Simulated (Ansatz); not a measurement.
# Si: substituted relatives

An exercise on one series of results from a longer session: the logs are not shown, and one member is left open.

Program: Ansatz 0.2.0. Level of theory: DFT r2SCAN, scalar-relativistic, plane waves, PAW. These are calculated values, not measurements.

1 further run of the same task is left out (set aside as unsound or not needed).

## The structure to begin with

It takes space group P6_3/mmc (No. 194, hexagonal). Conventional cell: a = 3.832 Å, b = 3.832 Å, c = 6.342 Å, α = 90.00°, β = 90.00°, γ = 120.00°. Around Si (site symmetry 3m) lie 4 Si at 2.35 to 2.37 Å.

As a file:

```cif
data_structure
_symmetry_space_group_name_H-M 'P 1'
_symmetry_Int_Tables_number 1
_cell_length_a 3.8319
_cell_length_b 3.8319
_cell_length_c 6.3418
_cell_angle_alpha 90.000
_cell_angle_beta 90.000
_cell_angle_gamma 120.000
_cell_volume 80.64
loop_
_atom_site_label
_atom_site_type_symbol
_atom_site_fract_x
_atom_site_fract_y
_atom_site_fract_z
_atom_site_occupancy
Si1 Si 0.33333 0.66667 0.06309 1
Si2 Si 0.66667 0.33333 0.56309 1
Si3 Si 0.33333 0.66667 0.43691 1
Si4 Si 0.66667 0.33333 0.93691 1
```

It goes back to an entry of the Materials Project, which need not be the stable form.

It is the result of an earlier relaxation at this level (volume 20.16 Å³/atom; gap on the mesh: 0.61 eV).

The first run:

input.yaml reads:

```yaml
crystal:
  lattice:
    - [4.4510150819, 0.0, 0.0]
    - [-2.225507541, 3.8546921336, 0.0]
    - [0.0, 0.0, 7.3664434402]
  atoms:
    - { symbol: Sn, position: [0.3333333333, 0.6666666667, 0.0630908785] }
    - { symbol: Sn, position: [0.6666666667, 0.3333333333, 0.5630908785] }
    - { symbol: Sn, position: [0.3333333333, 0.6666666667, 0.4369091215] }
    - { symbol: Sn, position: [0.6666666667, 0.3333333333, 0.9369091215] }
basis:
  ecutwfc: 500
kpoints:
  mp_grid: { grid: [6, 6, 4] }
hamiltonian:
  xc: r2scan
scf:
  occupations: { method: gaussian, width: 0.1 }
output:
  forces: true
  stress: true
  eigenvalues: true
```

Run with:

```bash
ansatz run input.yaml --threads 1 --pin off --max-ram 2560MiB --backend cpu --events-out ev --progress --plain --runs-dir out
```

Steps of the session up to this table: A first look at the start (Sn); The relaxation (Sn); Second relaxation (Sn); Quick check of gap, pressure and forces (Ir); Coarse relaxation (Ir); The relaxation (Ir).

One of the session's tables, all rows but one given; the rest of the session is left out.

Lengths are those of the vectors of the cell that was run:

```
   swap  volume (Å³/atom)  a (Å)  b (Å)  c (Å)
   none             20.16  3.832  3.832  6.342
Si → Zr             31.95  5.240  5.240  5.376
Si → Sn             35.35  4.628  4.628  7.624
Si → Ir                 ?      ?      ?      ?
```

Q: Estimate the row for Si → Ir from the others.

The run gave: volume (Å³/atom): 21.20; a (Å): 3.932; b (Å): 3.932; c (Å): 6.331. In the column «volume (Å³/atom)» it lies between none (20.16) and Si → Zr (31.95).

Lengths are those of the computed cell. Rows of earlier swaps come from the sessions before.
